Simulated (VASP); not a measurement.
A run of VASP 6.6.1 is set up as follows.

Contents of INCAR:

```
ALGO = Normal
EDIFF = 1E-6
ENCUT = 520
ISIF = 2
ISMEAR = 1
IVDW = 2
LASPH = True
LCHARG = False
LMIXTAU = True
LORBIT = 10
LREAL = False
LWAVE = False
METAGGA = TPSS
NELM = 60
PREC = Accurate
SIGMA = 0.1
```

Contents of KPOINTS:

```
k-points
0
Gamma
  11 11 11
```

The input POSCAR:

```
Ti
2.8263
   -0.006235714538      0.707732370944      0.706450482964
    0.724886600856     -0.005317552984      0.705532321410
    0.730499946927      0.712427909281     -0.010931252875
Ti
1
Direct
    0.0059250000     -0.0026430000     -0.0028150000
```

Potentials or basis: VASP PAW PBE potentials, release 64 (Ti_sv).

The run is started by

```console
$ cat potpaw_PBE.64/Ti_sv/POTCAR > POTCAR
$ mpirun -np 1 vasp_std > vasp.out
```

Estimate the dispersion energy per atom.

-1.343 eV.

Predict the band gap on the k mesh.

none (metal or under the smearing width).

Stress tensor (GPa, compression positive):
```
-17.28   0.27   0.91
  0.27 -15.17   0.90
  0.91   0.90 -15.06
```

Caveat: atom-pairwise D2, TS and ULG terms overbind metals; the PAW data sets were made with another functional, which shifts forces and pressure a little; pairwise dispersion overbinds metals, which lowers pressure and volume.
